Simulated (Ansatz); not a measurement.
# C: the cost of one run

Program: Ansatz 0.2.0. Level of theory: DFT PBE+D3(BJ), scalar-relativistic, plane waves, PAW. These are calculated values, not measurements.

39 further runs of the same task are left out: 39 set aside as unsound or not needed.

### Step 1. The starting structure

The structure is orthorhombic, space group Fmmm (No. 69). Conventional cell: a = 2.466 Å, b = 4.268 Å, c = 6.796 Å, α = 90.00°, β = 90.00°, γ = 90.00°. C (site symmetry m2m) has 3 C at 1.42 Å as nearest neighbours.

Structure file:

```cif
data_structure
_symmetry_space_group_name_H-M 'P 1'
_symmetry_Int_Tables_number 1
_cell_length_a 4.0125
_cell_length_b 3.6146
_cell_length_c 2.4646
_cell_angle_alpha 80.178
_cell_angle_beta 62.578
_cell_angle_gamma 37.245
_cell_volume 17.88
loop_
_atom_site_label
_atom_site_type_symbol
_atom_site_fract_x
_atom_site_fract_y
_atom_site_fract_z
_atom_site_occupancy
C1 C 0.16670 0.83330 0.16670 1
C2 C 0.83330 0.16670 0.83330 1
```

This cell was relaxed beforehand with the same method: volume 8.94 Å³/atom, gap on the mesh 0.07 eV.

### Step 2. The scan

The energy is mapped over volume and the cell's shape.

The axes are (1) volume per atom: 9 values from 7.509 to 10.370 Å³; (2) stretch along b over the lengths across it, relative to the relaxed cell: 9 values from 0.834 to 1.200.

Nothing else is relaxed (fractional coordinates fixed). Energies count from the relaxed crystal. Points are written as (first, second).

### Step 3. Point (7.509 Å³, 0.872)

File input.yaml:

```yaml
crystal:
  lattice:
    - [0.0, 1.8384410232, 3.3552684506]
    - [1.2173210411, 0.0, 3.3552684506]
    - [1.2173210411, 1.8384410232, 0.0]
  atoms:
    - { symbol: C, position: [0.1666966007, 0.8333033993, 0.1666966007] }
    - { symbol: C, position: [0.8333033993, 0.1666966007, 0.8333033993] }
basis:
  ecutwfc: 520.0
kpoints:
  mp_grid: { grid: [18, 18, 18] }
hamiltonian:
  xc: pbe
  pseudopotentials: { kind: paw, azcp: { folder: soft_1 } }
  dispersion: d3bj
scf:
  occupations: { method: gaussian, width: 0.03 }
output:
  forces: true
  stress: true
  eigenvalues: true
  write_density: true
  write_potential: true
  elf: true
  volumetric_format: npy
```

Command:

```sh
$ ansatz run input.yaml --threads 1 --pin off --max-ram 2048MiB --backend cpu --events-out ev --progress --plain --runs-dir out
```

Q: Estimate wall time and peak memory on 1 thread of AMD EPYC 9R45 (Zen 5), shared host.

About 5.8 s, with a peak of 0.47 GiB.
